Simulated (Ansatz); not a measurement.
Crystal: V.

```
CELL_PARAMETERS angstrom
2.60429 0.00000 0.00000
-1.30215 2.25538 0.00000
0.00000 0.00000 4.72334
ATOMIC_POSITIONS crystal
V 0.33333 0.66667 0.25000
V 0.66667 0.33333 0.75000
```

This isn't the form of V at room conditions, which is bcc.

- Program: Ansatz 0.2.0
- Task: single point
- Functional: PBE
- Potentials or basis: all-electron LAPW, scalar-relativistic
- Cutoff: 262 eV (chosen from the basis error)
- Basis error allowed: 0.001 eV/atom
- k mesh: 12 × 12 × 6
- Occupations: fermi-dirac, width 0.05 eV
- Spin: collinear spin, ferromagnetic start
- Starting moments: [2.0, 2.0] μB

On this cell: pressure -0.6 GPa; largest force under 0.003 eV/Å; net moment 0.00 μB per cell; band gap on the k mesh none (metal or under the smearing width).

The same run follows on a disturbed copy (atoms moved at random, drawn with an rms of 0.05 Å):

```
CELL_PARAMETERS angstrom
2.60429 0.00000 0.00000
-1.30215 2.25538 0.00000
0.00000 0.00000 4.72334
ATOMIC_POSITIONS crystal
V 0.33739 0.66806 0.24828
V 0.66409 0.33528 0.74232
```

Question: What changes?

Answer: The energy (extrapolated to zero smearing) moves by +1.9 meV/atom; pressure -0.5 GPa; largest force 0.271 eV/Å; net moment 0.00 μB per cell; band gap on the k mesh none (metal or under the smearing width).

Forces on the atoms (eV/Å):
```
V    0.016  0.000 -0.270
V   -0.016  0.000  0.270
```

Stress tensor (GPa, compression positive):
```
-0.13 -0.37 -0.04
-0.37 -0.19  0.00
-0.04  0.00 -1.19
```

Caveats: the starting moments weren't kept.
